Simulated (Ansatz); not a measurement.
Working through a comparison of functionals at one structure of HfS2, space group P-3m1

With the Ansatz DFT code, driven from Python.

Notebook, run cell by cell (the value of a cell's last expression is shown):

**Cell 1**
```python
import ansatz as az
from tabulate import tabulate

params = {
    'kgrid': (6, 6, 4),
    'smearing': 'fermi_dirac',
}
```

**Cell 2**
```python
hfs2 = (
    az.Lattice.of((3.639664, 0.0, 0.0), (-1.819832, 3.152042, 0.0), (0.0, 0.0, 6.055562))
    .atom('Hf', (0.0, 0.0, 0.0))
    .atom('S', (2 / 3, 1 / 3, 0.763952))
    .atom('S', (1 / 3, 2 / 3, 0.236048))
)
```

**Cell 3**
```python
model = (
    hfs2.calculation()
    .pseudopotentials('paw')
    .kpoints(*params['kgrid'])
    .occupations(params['smearing'])  # the run then minimises F = E - TS
    .stress()
)
```

**Cell 4**
```python
rows = []
for value in ['r2scan', 'rpbe', 'pbe']:
    rep = model.functional(value).run(threads=1, backend='cpu').report
    rows.append((value, rep['free_energy_ev'] / len(rep['lattice']['sites']), rep['n_iterations'], sum(rep['stress_gpa'][i][i] for i in range(3)) / 3, rep['n_kpoints']))
```
Output:
```text
DeckWarning: basis.ecutwfc = 500 eV, auto-derived from the records' recommended cutoffs: set by Hf (their level for a meta-GGA)
DeckWarning: basis.ecutwfc = 420 eV, auto-derived from the records' recommended cutoffs: set by Hf (normal level)
```

**Cell 5**
```python
print(tabulate(rows, headers=['functional', 'F/atom (eV)', 'iterations', 'P (GPa)', 'k-points'], floatfmt='.4f', tablefmt='grid'))
```
Output:
```text
+--------------+---------------+--------------+-----------+------------+
| functional   |   F/atom (eV) |   iterations |   P (GPa) |   k-points |
+==============+===============+==============+===========+============+
| r2scan       |    -5850.0328 |            8 |    0.7609 |         24 |
+--------------+---------------+--------------+-----------+------------+
| rpbe         |    -5849.8453 |            8 |    4.2654 |         24 |
+--------------+---------------+--------------+-----------+------------+
| pbe          |    -5843.3928 |            7 |    1.9203 |         24 |
+--------------+---------------+--------------+-----------+------------+
```

From lowest to highest: r2SCAN (0.8 GPa), PBE (1.9 GPa) and RPBE (4.3 GPa). At a fixed cell a lower pressure usually means a smaller equilibrium volume, so r2SCAN prefers the smallest cell and RPBE the largest.

No spin polarisation was allowed. Pressure is positive in compression. Spin-orbit coupling, which matters for elements this heavy, is left out. This cell is a computed structure, which may not be the phase found in nature. Warnings are shown shortened and without file and line. Total energies of different functionals can't be compared; pressures, moments and gaps at this one structure can. It ran for 12 s on 1 thread of Arm Neoverse V1, with other jobs on the host, peak memory 0.55 GiB.
